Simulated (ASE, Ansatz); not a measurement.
# Building random rock-salt alloy of LiF and LiH (64 atoms)

The cell is an input for a DFT calculation. Recipe: rock-salt LiF, 2 x 2 x 2 conventional cells, 24 of 32 F sites given to H at random (x = 0.750), lattice by Vegard's rule (a = 4.069 Å); not relaxed, displaced by a Gaussian of 0.02 Å.

**Question.** Write an ASE script that builds it.

build.py (ASE 3.29.0):

```python
import numpy as np
from ase.build import bulk

u = bulk('LiF', 'rocksalt', a=4.069, cubic=True)
atoms = u.repeat([2, 2, 2])
rng = np.random.default_rng(30101)
sites = rng.permutation([a.index for a in atoms if a.symbol == 'F'])
new = ['H'] * 24
for k, e in zip(sites, new): atoms[k].symbol = e
atoms.rattle(0.02, seed=30101)
atoms.wrap()
atoms.write('structure.xyz')
print(atoms.get_chemical_formula(), len(atoms), 'atoms; cell', atoms.cell.cellpar().round(3))
```

```console
$ python build.py
H24F8Li32 64 atoms; cell [ 8.138  8.138  8.138 90.    90.    90.   ]
```

The cell holds 64 atoms: 32 Li, 24 H and 8 F. Cell: a = 8.138 Å, b = 8.138 Å, c = 8.138 Å, α = 90.0°, β = 90.0°, γ = 90.0°. It derives from LiF (rock-salt) and LiH, repeated 2×2×2.

```xyz
64
Lattice="8.1380 0.0000 0.0000 0.0000 8.1380 0.0000 0.0000 0.0000 8.1380" Properties=species:S:1:pos:R:3 pbc="T T T"
Li    8.1331    0.0155    8.1325
H     2.0150    8.1365    8.1175
Li    0.0046    1.9984    2.0324
F     2.0085    2.0334    2.0224
Li    2.0402    0.0114    2.0104
H     8.1190    8.1288    2.0734
Li    2.0600    2.0203    8.1009
H     8.1190    2.0537    0.0034
Li    0.0254    8.1347    4.0847
H     2.0474    8.1345    4.0781
Li    8.0897    2.0239    6.0604
H     2.0353    2.0289    6.1126
Li    1.9898    8.1176    6.1036
H     0.0123    8.1277    6.0615
Li    2.0439    2.0285    4.1048
F     0.0085    2.0421    4.0832
Li    0.0234    4.1043    8.1211
H     2.0227    4.0673    8.1085
Li    8.1355    6.1355    2.0325
H     2.0527    6.1257    2.0525
Li    2.0309    4.0685    2.0632
H     8.0878    4.0755    2.0402
Li    2.0120    6.0928    0.0132
H     8.1366    6.0929    8.1161
Li    8.1276    4.0564    4.0416
H     2.0296    4.0397    4.0835
Li    0.0102    6.0851    6.1177
F     2.0341    6.0848    6.1282
Li    2.0048    4.0974    6.0825
H     0.0137    4.0618    6.1256
Li    2.0373    6.0960    4.0408
F     8.1303    6.0902    4.0775
Li    4.0971    0.0470    8.1368
H     6.0776    8.1216    8.1156
Li    4.0701    2.0162    2.0290
F     6.0830    2.0273    2.0412
Li    6.1400    0.0110    2.0155
H     4.0734    8.1299    2.0139
Li    6.1393    2.0213    0.0156
F     4.0468    2.0416    8.1204
Li    4.0648    8.1373    4.0757
H     6.1022    0.0112    4.0589
Li    4.0731    2.0354    6.0869
H     6.0517    2.0460    6.0966
Li    6.0828    0.0247    6.1410
H     4.0811    8.0963    6.0916
Li    6.0507    1.9957    4.0678
H     4.0287    2.0476    4.0688
Li    4.0711    4.0631    0.0142
H     6.1339    4.0513    8.1174
Li    4.0741    6.1213    2.0059
H     6.0790    6.0858    2.0561
Li    6.0928    4.0686    2.0361
H     4.0655    4.0392    2.0329
Li    6.1053    6.1129    8.1283
H     4.0869    6.1018    8.1277
Li    4.0648    4.1064    4.0630
F     6.0990    4.0800    4.0259
Li    4.0714    6.1021    6.0888
F     6.1068    6.0967    6.0957
Li    6.0993    4.0767    6.1089
H     4.0810    4.0562    6.0925
Li    6.0769    6.1338    4.0776
H     4.0710    6.0965    4.0757
```

Bonds by pair of elements; cutoffs follow the first minimum of g(r), held within bounds set by covalent radii, and pairs that aren't listed don't count as bonded (cutoffs were set anew for this text, so counts can differ from the run's own analysis):

```tsv
pair A-B	cutoff (Å)	bonds	mean length (Å)	spread (Å)	shortest (Å)	B about A	A about B
Li-H	2.31	144	2.03	0.029	1.98	4.5	6
Li-F	2.48	48	2.04	0.027	1.98	1.5	6
```

How many atoms have how many bonded neighbours:

```tsv
element	mean	6
F	6	8
H	6	24
Li	6	32
```

[Logs are printed without paths, hosts, clocks, repeated set-up lines and the standing remarks that a program may print on its own settings, such as how far it seeks lower states.]

[Hosts, paths, dates, database ids (printed as entryN), source tags and the programs' standing remarks are cut or masked in the printed files.]
